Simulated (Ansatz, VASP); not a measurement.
**Two plane-wave programs on TiAl**

INCAR

```
ALGO = Normal ; EDIFF = 1E-6
ENCUT = 520 ; ISIF = 2
ISMEAR = 0 ; LASPH = T
LCHARG = T ; LELF = T
LREAL = F ; LVHAR = T
LWAVE = F ; NBANDS = 14
NELM = 80 ; PREC = Accurate
SIGMA = 0.1
```

Contents of KPOINTS:

```
k-points
0
Gamma
  6 6 4
```

The input POSCAR:

```
TiAl
1.0
    2.8107518100      0.0000000000      0.0000000000
    0.0000000000      2.8107518100      0.0000000000
    0.0000000000      0.0000000000      4.0664219200
Ti Al
1 1
Direct
    0.5000000000      0.5000000000      0.5000000000
    0.0000000000      0.0000000000      0.0000000000
```

Input for Ansatz:

```yaml
crystal:
  lattice:
    - [2.81075181, 0.0, 0.0]
    - [0.0, 2.81075181, 0.0]
    - [0.0, 0.0, 4.06642192]
  atoms:
    - { symbol: Ti, position: [0.5, 0.5, 0.5] }
    - { symbol: Al, position: [0.0, 0.0, 0.0] }
basis:
  ecutwfc: 420
kpoints:
  mp_grid: { grid: [6, 6, 4] }
hamiltonian:
  xc: lda
  pseudopotentials: { kind: paw, azcp: { folder: soft_1 } }
scf:
  occupations: { method: gaussian, width: 0.1 }
output:
  forces: true
  stress: true
  eigenvalues: true
```

The cell comes from a database or a generator and needn't be the stable form of this composition.

Alike in both runs: task single point; functional LDA; k mesh 6 × 6 × 4; occupations gaussian, width 0.1 eV; no spin polarisation.

|  | VASP | Ansatz |
| --- | --- | --- |
| version | VASP 6.6.1 | Ansatz 0.2.0 |
| potentials or method | VASP PAW LDA potentials, release 64 (Ti_sv, Al) | scalar-relativistic, plane waves, PAW |
| plane-wave cutoff (eV) | 520 | 420 |
| valence electrons in the cell | 15 | 15 |

```csv
,VASP,Ansatz,Ansatz less VASP
gap on the k mesh at the Fermi level (eV),none,none,-
pressure (GPa),-5.3,-5.5,-0.16
```

A gap of «none» marks a metal or a gap that the smearing closes. Ansatz warned: «pseudo_functional_mismatch».

Caveats: the k mesh is coarse (spacing up to 0.39 Å⁻¹), so the values aren't converged.
